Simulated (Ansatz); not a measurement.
All numbers below come from Ansatz 0.2.0, DFT PBE, scalar-relativistic, plane waves, PAW. All cells share a 420 eV cutoff and Γ-centred k meshes spaced at most about 0.3 Å⁻¹ (about 0.25 or finer for metals, 2π included). No spin polarisation.

These are static total energies at zero pressure.

Two forms of Mg5Se2 were relaxed alike.

A.

Space group Immm (No. 71). a = 3.830 Å, b = 7.219 Å, c = 12.127 Å, α = 90.00°, β = 90.00°, γ = 90.00°
```tsv
atom	site	symmetry	x	y	z
Mg	2b	mmm	0.5000	0.0000	0.0000
Mg	8l	m..	0.0000	0.2887	0.8804
Se	4i	mm2	0.0000	0.0000	0.7317
```

B.

Space group C2/c (No. 15). a = 15.081 Å, b = 6.708 Å, c = 6.180 Å, α = 90.00°, β = 91.11°, γ = 90.00°
```tsv
atom	site	symmetry	x	y	z
Mg	4e	2	0.0000	0.6454	0.2500
Mg	8f	1	0.7162	0.8176	0.7243
Mg	8f	1	0.5935	0.4534	0.9051
Se	8f	1	0.8830	0.3546	0.3985
```

Question: Which is lower in energy, and by how much?

Answer: B is lower, by 14 meV/atom. A has space group Immm (No. 71), 24.0 Å³/atom and no gap on its mesh; B has space group C2/c (No. 15), 22.3 Å³/atom and no gap. Counting Mg atoms around Se (those within 1.25 times the shortest such distance or 1.15 times the sum of covalent radii), A has Se 6 and B has Se 7. The denser one is the lower, and pressure would at first widen the difference. In A, around Mg on a site of symmetry mmm lie 8 Mg at 3.18 Å, 4 Se at 3.78 Å and 2 Mg at 3.83 Å; Mg on a site of symmetry m is surrounded by 3 Se at 2.76–2.80 Å and 4 Mg at 2.90–3.18 Å; Se has 6 Mg at 2.76–2.80 Å and 2 Mg at 3.78 Å. In B, Mg on a site of symmetry 2 has 4 Se at 2.77–2.80 Å, 6 Mg at 3.18–3.30 Å and 2 Mg at 3.65 Å; Mg on a site of symmetry 1 is surrounded by 3 Se at 2.76–2.95 Å and 5 Mg at 3.11–3.28 Å; around Se lie 7 Mg at 2.76–2.97 Å; 1 more site not described. Both come from invented guesses. The lowest form computed isn't among them: it has space group R-3m (No. 166), 24.0 Å³/atom and lies 73 meV/atom below the best shown.

The k mesh leaves some 4 meV/atom of noise in the energy of each metallic cell. Cells relaxed within their symmetry can be saddle points. Some structure types and database cells were kept out of the candidates from the start, so a known form may be missing.

Both forms are best read as electron-rich selenides. Selenium fills its p shell with electrons from magnesium, but there is far more magnesium than this requires, and the surplus electrons occupy Mg s and p states spread over the Mg–Mg contacts. This accounts for the missing gap in both cells and for Mg–Mg distances near those of the metal alongside ordinary ionic Mg–Se bonds.

The preference for B probably reflects a better compromise between surrounding selenium with cations and keeping the magnesium network compact. The count of 7 against 6 Mg around Se may somewhat overstate the difference, since B's contacts reach 2.97 Å and the longest are probably weaker than the shortest. Nor does density explain stability in general: the R-3m form is as open as A yet lies well below both. It may separate metal-like and selenide-like regions more cleanly, which would suit both kinds of bonding.

The 14 meV/atom therefore ranks two unfavourable arrangements, and whether any Mg5Se2 survives against decomposition into magnesium and MgSe remains untested.
